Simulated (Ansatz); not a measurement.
**TiAl3: convergence and cost**

The task, for TiAl3: relax the cell with several choices of cutoff.

Program: Ansatz 0.2.0. Level of theory: DFT PBEsol, scalar-relativistic, plane waves, PAW. These are calculated values, not measurements.

1 further run of the same task is left out (set aside as unsound or not needed). Runs told in other sessions of the task aren't counted.

### 1 Starting point

Symmetry: Pmm2, No. 25, orthorhombic system. Conventional cell: a = 2.840 Å, b = 4.681 Å, c = 4.901 Å, α = 90.00°, β = 90.00°, γ = 90.00°. Around Ti (site symmetry mm2) lie 10 Al at 2.83 to 2.85 Å and 2 Ti at 2.84 Å. Around Al (site symmetry mm2) lie 4 Ti at 2.83 to 2.84 Å and 8 Al at 2.84 to 2.86 Å. Al (site symmetry mm2) is surrounded by 8 Al at 2.81 to 2.86 Å and 4 Ti at 2.85 Å. Al (site symmetry mm2) has 10 Al at 2.81 to 2.86 Å and 2 Ti at 2.85 Å in its first shell of neighbours.

As a file:

```
CELL_PARAMETERS angstrom
2.83968 0.00000 0.00000
0.00000 4.68126 0.00000
0.00000 0.00000 4.90074
ATOMIC_POSITIONS crystal
Ti 0.00000 0.50000 0.16592
Al 0.50000 0.50000 0.66727
Al 0.50000 0.00000 0.33091
Al 0.00000 0.00000 0.83590
```

The structure comes from the Materials Project (structure only); it is used as listed.

### 2 The base input

Input file input.yaml:

```yaml
crystal:
  lattice:
    - [2.839677, 0.0, 0.0]
    - [0.0, 4.681264, 0.0]
    - [0.0, 0.0, 4.900742]
  atoms:
    - { symbol: Ti, position: [0.0, 0.5, 0.165916] }
    - { symbol: Al, position: [0.5, 0.5, 0.667271] }
    - { symbol: Al, position: [0.5, 0.0, 0.330912] }
    - { symbol: Al, position: [0.0, 0.0, 0.8359] }
basis:
  ecutwfc: 420
kpoints:
  mp_grid: { grid: [14, 10, 10] }
hamiltonian:
  xc: pbesol
scf:
  occupations: { method: gaussian, width: 0.1 }
output:
  forces: true
  stress: true
  eigenvalues: true
  populations: true
  write_density: true
  write_potential: true
  elf: true
  volumetric_format: npy
```

Its results, from an earlier run: -1012.1261 eV/atom at zero smearing, pressure -2.44 GPa, largest force 0.048 eV/Å, no gap on the mesh, in 6 SCF cycles and 15 s.

### 3 Relaxation, cutoff: 250 eV

Input file input.yaml:

```yaml
crystal:
  lattice:
    - [2.839677, 0.0, 0.0]
    - [0.0, 4.681264, 0.0]
    - [0.0, 0.0, 4.900742]
  atoms:
    - { symbol: Ti, position: [0.0, 0.5, 0.165916] }
    - { symbol: Al, position: [0.5, 0.5, 0.667271] }
    - { symbol: Al, position: [0.5, 0.0, 0.330912] }
    - { symbol: Al, position: [0.0, 0.0, 0.8359] }
basis:
  ecutwfc: 250
kpoints:
  mp_grid: { grid: [14, 10, 10] }
hamiltonian:
  xc: pbesol
scf:
  occupations: { method: gaussian, width: 0.1 }
output:
  forces: true
  stress: true
  eigenvalues: true
relax:
  adjacent_minimum: "off"
  f_tol: 0.01
  max_steps: 60
  cell: { stress_tol: 0.05 }
```

Run with:

```sh
$ ansatz run input.yaml --threads 1 --pin off --max-ram 2560MiB --backend cpu --events-out ev --progress --plain --runs-dir out
```

### 4 Relaxing with cutoff 350 eV

Changes to input.yaml since step 3:

```diff
@@ -11,3 +11,3 @@
 basis:
-  ecutwfc: 250
+  ecutwfc: 350
 kpoints:
```

### 5 Relaxation, cutoff: 520 eV

Changes to input.yaml since step 4:

```diff
@@ -11,3 +11,3 @@
 basis:
-  ecutwfc: 350
+  ecutwfc: 520
 kpoints:
```

### 6 Relaxing with cutoff 650 eV

Changes to input.yaml since step 5:

```diff
@@ -11,3 +11,3 @@
 basis:
-  ecutwfc: 520
+  ecutwfc: 650
 kpoints:
```

(Steps that only read results are left out.)

What results come out of these runs, taken together? Wanted: relaxed volume by cutoff.

The runs gave:

| quantity | value |
| --- | --- |
| relaxed volume by cutoff (Å³/atom) | 250: 16.26; 350: 15.89; 420: 15.90; 520: 15.89; 650: 15.89 |

In words: The relaxed volumes span 2.3 %. From 350 eV on the volume holds to 0.5 %, at 0.57 of the time of the best run. The settings are coarse, so take the values as rough.
